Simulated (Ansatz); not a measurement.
**What a change of settings does to a run on ZnCu**

The cell is COD entry 9008814, as deposited and not checked against the literature; nothing was relaxed.

First run: DFT, PBE, PAW with Ansatz's default frozen-core files, fully relativistic files with spin-orbit coupling (Ansatz 0.2.0).

Command: `ansatz run input.yaml --threads 1 --pin off --max-ram 2048MiB --backend cpu --events-out ev --progress --plain --runs-dir out` The run took 12 s on 1 thread of AMD EPYC 9R45 96-Core Processor (Zen 5), with other jobs on the host, peak memory 0.72 GiB.

```yaml
crystal:
  lattice:
    - [2.945, 0.0, 0.0]
    - [0.0, 2.945, 0.0]
    - [0.0, 0.0, 2.945]
  atoms:
    - { symbol: Zn, position: [0.5, 0.5, 0.5] }
    - { symbol: Cu, position: [0.0, 0.0, 0.0] }
kpoints:
  mp_grid: { grid: [14, 14, 14] }
  band_path:
    path:
      - [0.0, 0.0, 0.0]
      - [0.0, 0.5, 0.0]
      - [0.5, 0.5, 0.0]
      - [0.0, 0.0, 0.0]
      - [0.5, 0.5, 0.5]
      - [0.0, 0.5, 0.0]
      - [0.5, 0.5, 0.5]
      - [0.5, 0.5, 0.0]
    npoints: 5
scf:
  occupations: { method: fermi_dirac, width: 0.05 }
hamiltonian:
  xc: pbe
  pseudopotentials: { kind: paw_fr }
output:
  forces: true
  stress: true
  eigenvalues: true
  efg: { contact_densities: true }
  write_density: true
  write_potential: true
  elf: true
  volumetric_format: npy
magnetization:
  noncollinear: true
  spin_orbit: true
```

Result: converged; pressure 2.23 GPa; 10 SCF iterations.

The input is then changed:

```diff
@@ -8,5 +8,5 @@
     - { symbol: Cu, position: [0.0, 0.0, 0.0] }
 kpoints:
-  mp_grid: { grid: [14, 14, 14] }
+  mp_grid: { grid: [9, 9, 9] }
   band_path:
     path:
@@ -22,4 +22,5 @@
 scf:
   occupations: { method: fermi_dirac, width: 0.05 }
+  eigensolver: { kind: davidson }
 hamiltonian:
   xc: pbe
@@ -37,3 +38,5 @@
   noncollinear: true
   spin_orbit: true
+basis:
+  precision: f64
```

(1) Predict the outcome of the changed run.

## Answers

(1) It converged; energy at zero smearing +8.6 meV/atom from the first run; pressure 2.53 GPa; 10 SCF iterations. Some of these settings are too coarse for converged properties.
